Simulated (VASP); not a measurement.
A run of VASP 6.6.1:

INCAR

```
PREC = Accurate ; ENCUT = 580
EDIFF = 1E-7 ; ISMEAR = 0
SIGMA = 0.1 ; LREAL = F
LASPH = T ; NELM = 100
ALGO = Normal ; ISIF = 3
LWAVE = F ; LCHARG = F
GGA = PS ; IBRION = 2
NSW = 90 ; EDIFFG = -0.005
```

File KPOINTS:

```
regular mesh
0
Gamma
  16 16 16
```

File POSCAR:

```
TaC
1.0
    0.0000000000      2.2338976900      2.2338976900
    2.2338976900      0.0000000000      2.2338976900
    2.2338976900      2.2338976900      0.0000000000
Ta C
1 1
Direct
    0.0000000000      0.0000000000      0.0000000000
    0.5000000000      0.5000000000      0.5000000000
```

Potentials or basis: VASP PAW PBE potentials, release 64 (Ta, C).

Run with:

```console
$ cat potpaw_PBE.64/Ta/POTCAR potpaw_PBE.64/C/POTCAR > POTCAR
$ mpirun -np 1 vasp_std > vasp.out
```

Hardware: 1 thread of AMD EPYC 9R14 (Zen 4), on a shared host.

Problem. How long does it take, and how much memory?

Solution. Wall time 54 s on 1 thread of AMD EPYC 9R14 (Zen 4), on a shared host, peak memory 0.17 GiB. Counts: scf iterations 32, k points 145, ion steps 4.
